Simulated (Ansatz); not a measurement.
**Mo2N monolayer under biaxial strain in the plane of the sheet**

Wanted: the shifts of the zone-centre modes of Mo2N monolayer with strain.

Calculated with Ansatz 0.2.0; DFT PBE, scalar-relativistic, plane waves, PAW; PAW set soft_1.

### 1. Set-up

The cell holds 3 atoms: 1 N and 2 Mo. Cell: a = 2.950 Å, b = 2.950 Å, c = 28.600 Å, α = 90.0°, β = 90.0°, γ = 120.0°. Vacuum lies along c. The height across the vacuum is the one that the program set for its solve, not the one typed.

### 2. A rough relaxation first

The start is far from rest, so a relaxation with loose tolerances brings it close first. The program lengthens the typed cell of 20.0 Å along the normal to 28.6 Å, as its cut-off of the electrostatics needs, and moves no atom.

input.yaml

```yaml
crystal:
  lattice:
    - [2.95, 0.0, 0.0]
    - [-1.475, 2.55477, 0.0]
    - [0.0, 0.0, 20.0]
  atoms:
    - { symbol: "N", position: [0.0, 0.0, 0.5] }
    - { symbol: Mo, position: [0.333333, 0.666667, 0.56] }
    - { symbol: Mo, position: [0.666667, 0.333333, 0.44] }
  periodic: [true, true, false]
kpoints:
  mp_grid: { grid: [9, 9, 1] }
hamiltonian:
  xc: pbe
  pseudopotentials: { kind: paw, azcp: { folder: soft_1 } }
scf:
  occupations: { method: gaussian, width: 0.1 }
output:
  forces: true
  stress: true
  eigenvalues: true
relax:
  adjacent_minimum: "off"
  f_tol: 0.05
  max_steps: 80
  cell: { stress_2d_tol: 0.02 }
```

Started as:

```console
$ ansatz run input.yaml --threads 4 --pin off --max-ram 16384MiB --backend cpu --events-out ev --progress --plain --runs-dir out
```

Numbers of over 12 decimals in the logs are rounded to 6 here.

The log of the run:

```text
[...]
F+E_penalty+E_count = -10293.91966087 eV   max|allowed force component| = 2.638e-4 eV/Å   (the final SCF, on the basis selected at the relaxed cell)
  cell:  # Å, volume = 191.8095 Å³
    - [2.782830, 0, 0]
    - [-1.391415, 2.410002, 0]
    - [0, 0, 28.6]
  atoms:
    - { symbol: N, position: [0, 0, 0.349650] }
    - { symbol: Mo, position: [0.333333, 0.666667, 0.399139] }
    - { symbol: Mo, position: [0.666667, 0.333333, 0.300162] }
[key lines of the parts left out:]
SCF converged after 6 iterations
Free energy (F): -10293.919661 eV
Fermi energy:    -5.123059 eV
P = ½ c Tr σ = 0.0055 N/m
```

Run time: 13 s. Hardware: 4 threads of Arm Neoverse V1, shared host; peak memory 0.44 GiB; 45 s of CPU time.

This run has no spin polarisation although its electron count is odd.

The steps of the relaxation:

```tsv
step	energy less that of the first step (eV)	largest force component (eV/Å)	volume (Å³)
1	0.0000	0.8338	215.55
2	-0.1626	0.4737	202.81
3	-0.2030	0.0028	199.76
4	-0.2239	0.2733	189.67
5	-0.2261	0.1234	194.53
6	-0.2325	0.0039	192.06
7	-0.2326	0.0035	191.89
8*	-0.2301	0.0031	191.89
9	-0.2301	0.0003	191.81
10*	-0.2301	0.0003	191.81
```

Relaxation steps marked * repeat the geometry before them on a plane-wave basis chosen anew for their cell, so energy and pressure can jump there.

Forces are held to the 12 operations that the run works with; a distortion that breaks them can't arise in this run.

```tsv
cell as run	before	after	change
a (Å)	2.950	2.783	-5.7 %
b (Å)	2.950	2.783	-5.7 %
```

The atoms that moved most (Å, along periodic axes as changes of fractional coordinates times the final cell, across vacuum about the mean position):

```tsv
atom	dx	dy	dz	length
Mo3	0.000	0.000	-0.215	0.215
Mo2	0.000	0.000	0.215	0.215
```

Final coordinates:

```
N Mo
1.0
     2.78283    0.00000    0.00000
    -1.39142    2.41000    0.00000
     0.00000    0.00000   28.60000
N Mo
1 2
Direct
  0.00000 0.00000 0.34965
  0.33333 0.66667 0.39914
  0.66667 0.33333 0.30016
```

Numbers from this step:

```yaml
gap_on_the_k_mesh: 0 eV
area_per_atom: 2.236 Å²
```

The relaxation ends with a largest force component of 2.6e-4 eV/Å.

### 3. Bringing the structure to rest

Harmonic phonons are second derivatives at a point where the forces vanish, and they are wanted at zero stress, so atoms and cell are relaxed first.

input.yaml, the sections that differ from step 2:

```yaml
crystal:
  lattice:
    - [2.7828302061, 0.0, 0.0]
    - [-1.391415103, 2.4100016529, 0.0]
    - [0.0, 0.0, 28.6]
  atoms:
    - { symbol: "N", position: [0.0, 0.0, 0.3496503497] }
    - { symbol: Mo, position: [0.3333333333, 0.6666666667, 0.3991389797] }
    - { symbol: Mo, position: [0.6666666667, 0.3333333333, 0.3001617196] }
  periodic: [true, true, false]
kpoints:
  mp_grid: { grid: [18, 18, 1] }
relax:
  adjacent_minimum: "off"
  f_tol: 0.005
  max_steps: 80
  cell: { stress_2d_tol: 0.02 }
# hamiltonian, scf, output: as in step 2
```

The log of the run:

```text
[...]
Crystal: 3 atoms, lattice volume = 191.809 Å³
Basis set: ecut = 420 eV, 3803 PW (Γ), exchange–correlation on 40×40×384 points (8 copies of the dense FFT grid, shifted against one another)
Bands: 21, of which v1, the nominal top of the filled ones, is band 17 counted from 1 (16 counted from 0)
Symmetry: 12 space group operations
[...]
k-points: 37 of 324
[...]
--- Relaxed structure (6 steps of the walk, 5 accepted, 2 SCFs on fresh bases) ---
[...]
cell:  # Å, volume = 194.3459 Å³
    - [2.801169, -2.9057767312275355e-11, 0]
    - [-1.400585, 2.425884, 0]
    - [0, 0, 28.6]
  atoms:
    - { symbol: N, position: [0, 0, 0.349650] }
    - { symbol: Mo, position: [0.333333, 0.666667, 0.398274] }
    - { symbol: Mo, position: [0.666667, 0.333333, 0.301026] }
[key lines of the parts left out:]
SCF converged after 5 iterations
Free energy (F): -10293.901673 eV
Fermi energy:    -5.050066 eV
P = ½ c Tr σ = 0.0010 N/m
```

It took 25 s on 4 threads; peak memory 0.46 GiB.

Step by step:

```tsv
step	energy less that of the first step (eV)	largest force component (eV/Å)	volume (Å³)
1	0.0000	0.0746	191.81
2	-0.0019	0.0850	193.37
3	0.0009	0.2017	194.22
4	-0.0026	0.0044	194.26
5	-0.0026	0.0004	194.30
6*	-0.0032	0.0004	194.30
7	-0.0032	0.0001	194.35
8*	-0.0032	0.0001	194.35
```

Relaxation steps marked * repeat the geometry before them on a plane-wave basis chosen anew for their cell, so energy and pressure can jump there. Relaxation step 3 was tried and not accepted.

The run keeps the 12 symmetry operations that it works with, so distortions that break them were not tested.

```tsv
cell as run	before	after	change
a (Å)	2.783	2.801	+0.7 %
b (Å)	2.783	2.801	+0.7 %
```

The atoms that moved most (Å, along periodic axes as changes of fractional coordinates times the final cell, across vacuum about the mean position):

```tsv
atom	dx	dy	dz	length
Mo3	0.000	0.000	0.025	0.025
Mo2	0.000	0.000	-0.025	0.025
```

Final coordinates:

```cif
data_structure
_symmetry_space_group_name_H-M 'P 1'
_symmetry_Int_Tables_number 1
_cell_length_a 2.8012
_cell_length_b 2.8012
_cell_length_c 28.6000
_cell_angle_alpha 90.000
_cell_angle_beta 90.000
_cell_angle_gamma 120.000
_cell_volume 194.35
loop_
_atom_site_label
_atom_site_type_symbol
_atom_site_fract_x
_atom_site_fract_y
_atom_site_fract_z
_atom_site_occupancy
N1 N 0.00000 0.00000 0.34965 1
Mo2 Mo 0.33333 0.66667 0.39827 1
Mo3 Mo 0.66667 0.33333 0.30103 1
```

This step gave:

```yaml
area_per_atom: 2.265 Å²
```

The relaxation ends with a largest force component of 5.4e-5 eV/Å.

### 4. Tight relaxation

Phonons need small forces and stress, so the relaxation is finished with tight tolerances on 18×18×1 k points.

input.yaml

```yaml
crystal:
  lattice:
    - [2.8011690991, 0.0, 0.0]
    - [-1.4005845495, 2.4258836001, 0.0]
    - [0.0, 0.0, 28.6]
  atoms:
    - { symbol: "N", position: [0.0, 0.0, 0.3496503497] }
    - { symbol: Mo, position: [0.3333333333, 0.6666666667, 0.3982744638] }
    - { symbol: Mo, position: [0.6666666667, 0.3333333333, 0.3010262355] }
  periodic: [true, true, false]
kpoints:
  mp_grid: { grid: [18, 18, 1] }
hamiltonian:
  xc: pbe
  pseudopotentials: { kind: paw, azcp: { folder: soft_1 } }
scf:
  occupations: { method: methfessel_paxton, width: 0.2 }
output:
  forces: true
  stress: true
  eigenvalues: true
  write_density: true
  write_potential: true
  elf: true
  volumetric_format: npy
relax:
  adjacent_minimum: "off"
  f_tol: 0.001
  max_steps: 60
  cell: { stress_2d_tol: 0.002 }
```

The log of the run:

```text
[...]
Crystal: 3 atoms, lattice volume = 194.346 Å³
Basis set: ecut = 420 eV, 3839 PW (Γ), exchange–correlation on 40×40×384 points (8 copies of the dense FFT grid, shifted against one another)
Bands: 21, of which v1, the nominal top of the filled ones, is band 17 counted from 1 (16 counted from 0)
Symmetry: 12 space group operations
[...]
k-points: 37 of 324
[...]
--- Relaxed structure (2 steps of the walk, 2 accepted, 1 SCFs on fresh bases) ---
[...]
cell:  # Å, volume = 194.3426 Å³
    - [2.801145, -2.8867306020894985e-11, 0]
    - [-1.400573, 2.425863, 0]
    - [0, 0, 28.6]
  atoms:
    - { symbol: N, position: [0, 0, 0.349650] }
    - { symbol: Mo, position: [0.333333, 0.666667, 0.398275] }
    - { symbol: Mo, position: [0.666667, 0.333333, 0.301026] }
[key lines of the parts left out:]
SCF converged after 10 iterations
Free energy (F): -10293.895547 eV
Fermi energy:    -5.049371 eV
P = ½ c Tr σ = 0.0008 N/m
```

Wall time 11 s (4 threads); peak memory 0.45 GiB.

Little changed from the start: no atom moved by 0.005 Å and no cell edge by 0.1 %.

ELF in the ac plane at fractional y = 0.000, with atoms of N within 0.2 Å of it. It is the smooth field of the valence electrons, not physical close to the nuclei.

Values, 24 rows by 15 columns, each cell a mean:
```
0.00 0.00 0.00 0.00 0.00 0.00 0.00 0.00 0.00 0.00 0.00 0.00 0.00 0.00 0.00
0.00 0.00 0.00 0.00 0.00 0.00 0.00 0.00 0.00 0.00 0.00 0.00 0.00 0.00 0.00
0.00 0.00 0.00 0.00 0.00 0.00 0.00 0.00 0.00 0.00 0.00 0.00 0.00 0.00 0.00
0.00 0.00 0.00 0.00 0.00 0.00 0.00 0.00 0.00 0.00 0.00 0.00 0.00 0.00 0.00
0.00 0.00 0.00 0.00 0.00 0.00 0.00 0.00 0.00 0.00 0.00 0.00 0.00 0.00 0.00
0.00 0.00 0.00 0.00 0.00 0.00 0.00 0.00 0.00 0.00 0.00 0.00 0.00 0.00 0.00
0.00 0.00 0.00 0.00 0.00 0.00 0.00 0.00 0.00 0.00 0.00 0.00 0.00 0.00 0.00
0.00 0.00 0.00 0.00 0.00 0.00 0.00 0.00 0.00 0.00 0.00 0.00 0.00 0.00 0.00
0.00 0.00 0.00 0.00 0.00 0.00 0.00 0.00 0.00 0.00 0.00 0.00 0.00 0.00 0.00
0.00 0.00 0.00 0.00 0.00 0.00 0.00 0.00 0.00 0.00 0.00 0.00 0.00 0.00 0.00
0.00 0.00 0.00 0.00 0.00 0.00 0.00 0.00 0.00 0.00 0.00 0.00 0.00 0.00 0.00
0.03 0.03 0.02 0.02 0.02 0.02 0.02 0.02 0.02 0.02 0.02 0.02 0.02 0.02 0.03
0.29 0.28 0.25 0.22 0.18 0.15 0.12 0.11 0.11 0.12 0.15 0.18 0.22 0.25 0.28
0.60 0.58 0.51 0.41 0.31 0.23 0.20 0.18 0.18 0.20 0.23 0.31 0.41 0.51 0.58
0.45 0.42 0.35 0.27 0.23 0.27 0.34 0.39 0.39 0.34 0.27 0.23 0.27 0.35 0.42
0.41 0.51 0.70 0.76 0.66 0.43 0.22 0.14 0.14 0.22 0.43 0.66 0.76 0.70 0.51
0.46 0.44 0.37 0.29 0.24 0.27 0.33 0.38 0.38 0.34 0.27 0.24 0.29 0.37 0.44
0.60 0.58 0.51 0.40 0.30 0.24 0.20 0.19 0.19 0.20 0.24 0.30 0.40 0.51 0.58
0.31 0.30 0.27 0.23 0.19 0.16 0.13 0.12 0.12 0.13 0.16 0.19 0.23 0.27 0.30
0.03 0.03 0.03 0.03 0.02 0.02 0.02 0.02 0.02 0.02 0.02 0.02 0.03 0.03 0.03
0.00 0.00 0.00 0.00 0.00 0.00 0.00 0.00 0.00 0.00 0.00 0.00 0.00 0.00 0.00
0.00 0.00 0.00 0.00 0.00 0.00 0.00 0.00 0.00 0.00 0.00 0.00 0.00 0.00 0.00
0.00 0.00 0.00 0.00 0.00 0.00 0.00 0.00 0.00 0.00 0.00 0.00 0.00 0.00 0.00
0.00 0.00 0.00 0.00 0.00 0.00 0.00 0.00 0.00 0.00 0.00 0.00 0.00 0.00 0.00
```
Columns run along a (2.8 Å), rows up along c (28.6 Å). Atoms in or near the plane, at fractional coordinates: N at (0.00, 0.35).

Electrostatic potential energy in the ac plane at fractional y = 0.000, with atoms of N within 0.2 Å of it. With pseudopotentials it is smooth inside the atoms' cores, unlike the true potential.

Ten even steps from '0' (-27 eV) to '9' (0 eV), each cell a mean:
```
999999999999999
999999999999999
999999999999999
999999999999999
999999999999999
999999999999999
999999999999999
999999999999999
999999999999999
999999999999999
999999999999999
999999999999999
999999999999999
999887666678899
766642100124666
000157777775100
666642111124666
998877666677889
999999999999999
999999999999999
999999999999999
999999999999999
999999999999999
999999999999999
```
Columns run along a (2.8 Å; values clipped at the 3rd and 97th percentile), rows up along c (28.6 Å). Atoms in or near the plane, at fractional coordinates: N at (0.00, 0.35).

Valence density in the ac plane at fractional y = 0.000, with atoms of N within 0.2 Å of it. It is the smooth field of the valence electrons, not physical close to the nuclei.

Ten steps, logarithmic in the rise over the least value, from '0' (0.0 e/Å³) to '9' (3.0 e/Å³), each cell a mean:
```
000000000000000
000000000000000
000000000000000
000000000000000
000000000000000
000000000000000
000000000000000
000000000000000
000000000000000
000000000000000
000000000000000
000000000000000
000000000000000
333444444444433
666566777766566
999876544567899
666666777766666
334444555544443
111100000000111
000000000000000
000000000000000
000000000000000
000000000000000
000000000000000
```
Columns run along a (2.8 Å), rows up along c (28.6 Å). Atoms in or near the plane, at fractional coordinates: N at (0.00, 0.35).

The largest force component left is 0.11 meV/Å, within the tolerances set.

### 5. Zone-centre response at rest

Phonons follow from the second derivative of the energy, found here by linear response.

The modes at rest are the reference of the series.

input.yaml, the sections that differ from step 4:

```yaml
crystal:
  lattice:
    - [2.8011454422, 0.0, 0.0]
    - [-1.4005727211, 2.4258631126, 0.0]
    - [0.0, 0.0, 28.6]
  atoms:
    - { symbol: "N", position: [0.0, 0.0, 0.3496503497] }
    - { symbol: Mo, position: [0.3333333333, 0.6666666667, 0.3982745419] }
    - { symbol: Mo, position: [0.6666666667, 0.3333333333, 0.3010261574] }
  periodic: [true, true, false]
output:
  eigenvalues: true
phonons:
  method: dfpt
# kpoints, hamiltonian, scf: as in step 4
# relax: removed
```

The log of the run:

```text
Warning: crystal.symmetry: narrowed to the stabiliser of the run's FFT grids — unitary ops 12 → 6. A phonons.method: dfpt run fills in the rows of the dynamical matrix that it does not solve by its symmetry operations, which is exact only for operations that map its FFT grids onto themselves: filled in by any other, the frequencies could depend on the order in which like atoms are typed, or, by more than the grids' own error, on where the crystal sits among the grids' points. Excluded: 6 operations. The run can therefore solve more perturbations, solve them on more k-points, or both, and cost more. [rest of the remark cut]
[...]
Crystal: 3 atoms, lattice volume = 194.343 Å³
Basis set: ecut = 420 eV, 3839 PW (Γ), exchange–correlation on 40×40×384 points (8 copies of the dense FFT grid, shifted against one another)
Bands: 21, of which v1, the nominal top of the filled ones, is band 17 counted from 1 (16 counted from 0)
Symmetry: 12 space group operations
k-points: 91 of 324 (irreducible under 2 space group operations, time reversal used)
[...]
SCF iter   1: F=—  HF=-10297.588821 eV  |F-HF|=—  |Δ(HF+E_count)|=         —  Δρ=7.72e-2  dr2=1.58e1  ethr=3.10e-3  ⟨swp⟩=11.6  Hψ=15480  notcnv=0
[...]
SCF iter   2: F=—  HF=-10294.854228 eV  |F-HF|=—  |Δ(HF+E_count)|=    2.73e0  S|Δr|=    0.00e0  Δρ=5.23e-2  dr2=5.17e0  ethr=3.10e-3  ⟨swp⟩=11.1  Hψ=24508  notcnv=0
automatic band count: the SCF goes on with 25 bands, as 21 were too few: they end inside the smearing window of the response
SCF iter   3: F=—  HF=-10293.925408 eV  |F-HF|=—  |Δ(HF+E_count)|=   9.29e-1  S|Δr|=    0.00e0  Δρ=8.43e-3  dr2=1.89e-1  ethr=3.10e-3  ⟨swp⟩=4.0  Hψ=6714  notcnv=0  defer=146
[...]
SCF iter  12: F=-10293.895547 eV  HF=-10293.895547 eV  |F-HF|=1.16e-10  |Δ(HF+E_count)|=  7.04e-10  S|Δr|=    0.00e0  Δρ=5.67e-8  dr2=4.08e-12  ethr=1.00e-12  ⟨swp⟩=23.3  Hψ=23958  notcnv=0
SCF 1 converged in 12 iterations: F = -10293.895547 eV  dr2 = 4.08e-12
[...]
DFPT response loops at Γ: preconditioner auto → none (partly filled bands, converged f_vac=0.740); β = 0.50; Broyden in place of MSR1
SCF converged after 12 iterations
[...]
Free energy (F): -10293.895547 eV
[...]
Internal energy: -10293.893060 eV  (E = F + TS)
E sigma→0 (E₀):  -10293.894925 eV
Entropy (-TS):   -0.002487 eV (-0.829 meV/atom)
Fermi energy:    -5.049373 eV
[...]
--- Band table (eV; the first three rows and the last of 91) ---
  k-point 0: bands = [... 13 lower, -6.2744, -6.2744, -6.0924, -5.9711, -5.4658, -4.6433, -4.6433, -4.1714, ... 4 higher]
  k-point 1: bands = [... 13 lower, -6.5526, -6.1736, -6.0315, -5.9923, -5.5103, -4.7452, -4.7286, -4.0584, ... 4 higher]
  k-point 2: bands = [... 13 lower, -7.0274, -6.2691, -5.9508, -5.8760, -5.4051, -4.8125, -4.8040, -3.8847, ... 4 higher]
  k-point 90: bands = [... 13 lower, -6.9279, -6.5944, -6.2322, -4.9877, -3.8414, -3.4605, -2.3679, -2.2374, ... 4 higher]
  ° read free of the cell's end (the report's vacuum.weakly_bound_levels)
--- Phonons (Γ-DFPT): 6 representative perturbations + reference, on 91 of 324 k-points (Σ response iterations 32) ---
  ASR residual: 4.547e-5 → 0.000e0 eV/Å²; symmetrization residual: 5.628e-6 eV/Å²
  The last average, over the group as it would stand without the narrowing to the FFT grids, took up to 5.961e-7 eV/Å² of the zone centre's force constants
  ASR residual per site (eV/Å²): 4.55e-5 4.38e-5 4.16e-5
  Γ frequencies (cm⁻¹): 0.00 0.00 0.00 123.78 123.78 178.93 252.15 252.15 592.54
  non-analytic LO–TO correction: not included (Born effective charges unavailable; polar crystals: no LO–TO splitting at Γ)
```

Run time: 91 s. Hardware: 4 threads; peak memory 1.3 GiB.

This step gave:

* sum-rule residual before enforcement: 4.55e-5 eV/Å²
* point group: -3m
* highest optical mode at the zone centre (no LO-TO term): 592.5 cm⁻¹
* lowest optical zone-centre mode: 123.8 cm⁻¹

Patterns of degenerate modes are one choice out of their space. Modes at Γ, with each element's share of the kinetic energy:

```tsv
mode	frequency (cm⁻¹)	symmetry	N %	Mo %
1	0.0	acoustic	7	93
2	0.0	acoustic	7	93
3	0.0	acoustic	7	93
4	123.8	Eg	0	100
5	123.8	Eg	0	100
6	178.9	A1g	0	100
7	252.2	Eu	93	7
8	252.2	Eu	93	7
9	592.5	A2u	93	7
```

Displacements in mode 4 (123.8 cm⁻¹), the largest set to 1:
```
N1   0.00  0.00  0.00
Mo2 -0.34  1.00  0.00
Mo3  0.34 -1.00  0.00
```

Displacements in mode 8 (252.2 cm⁻¹), the largest set to 1:
```
N1  -0.11  1.00  0.00
Mo2  0.01 -0.07  0.00
Mo3  0.01 -0.07  0.00
```

Before it was imposed, the acoustic sum rule was missed by 4.5e-5 eV/Å². Small misses are needed for a sound result but don't prove that mesh and cutoff are converged. The lowest optical mode is real, 124 cm⁻¹.

### 6. A member of the series: biaxial strain of +5 % in the plane of the sheet

The cell takes a biaxial strain of +5 % in the plane of the sheet. The cell is held, and the atoms relax in it.

input.yaml, the sections that differ from step 5:

```yaml
crystal:
  lattice:
    - [2.9412027144, 0.0, 0.0]
    - [-1.4706013572, 2.5471562683, 0.0]
    - [0.0, 0.0, 28.6]
  atoms:
    - { symbol: "N", position: [0.0, 0.0, 0.3496503497] }
    - { symbol: Mo, position: [0.3333333333, 0.6666666667, 0.3945388671] }
    - { symbol: Mo, position: [0.6666666667, 0.3333333333, 0.3047618322] }
  periodic: [true, true, false]
output:
  forces: true
  stress: true
  eigenvalues: true
relax:
  adjacent_minimum: "off"
  f_tol: 0.001
  max_steps: 60
# kpoints, hamiltonian, scf: as in step 5
# phonons: removed
```

The log of the run:

```text
[...]
--- Relaxed structure (5 steps of the walk, 5 accepted, 0 SCFs on fresh bases) ---
  F+E_penalty+E_count = -10293.75540351 eV   max|allowed force component| = 4.938e-5 eV/Å
  cell:  # Å, volume = 214.2627 Å³
    - [2.941203, 0.0, 0.0]
    - [-1.470601, 2.547156, 0.0]
    - [0.0, 0.0, 28.6]
  atoms:
    - { symbol: N, position: [0, 0, 0.349650] }
    - { symbol: Mo, position: [0.333333, 0.666667, 0.393890] }
    - { symbol: Mo, position: [0.666667, 0.333333, 0.305411] }
[key lines of the parts left out:]
SCF converged after 3 iterations
Free energy (F): -10293.755404 eV
Fermi energy:    -4.914918 eV
P = ½ c Tr σ = -7.2701 N/m
```

It took 17 s on 4 threads; peak memory 0.51 GiB; 64 s of CPU time.

Step by step:

```tsv
step	energy less that of the first step (eV)	largest force component (eV/Å)
1	0.0000	0.2949
2	-0.0055	0.0136
3	-0.0055	0.0137
4	-0.0055	0.0000
5	-0.0055	0.0000
```

Forces are held to the 12 operations that the run works with; a distortion that breaks them can't arise in this run.

The atoms that moved most (Å):

```tsv
atom	dx	dy	dz	length
Mo3	0.000	0.000	0.019	0.019
Mo2	0.000	0.000	-0.019	0.019
```

Final coordinates:

```xyz
3
Lattice="2.9412 0.0000 0.0000 -1.4706 2.5472 0.0000 0.0000 0.0000 28.6000" Properties=species:S:1:pos:R:3
N     0.0000    0.0000   10.0000
Mo    0.0000    1.6981   11.2652
Mo    1.4706    0.8491    8.7348
```

This step gave:

| Property | Result |
| --- | --- |
| area per atom | 2.497 Å² |

The largest force component left is 0.049 meV/Å.

(Continued in part 2 of 2.)

[Logs are printed without paths, hosts, clocks, repeated set-up lines and the standing remarks that a program may print on its own settings, such as how far it seeks lower states.]

[Hosts, paths, dates, database ids (printed as entryN), source tags and the programs' standing remarks are cut or masked in the printed files.]
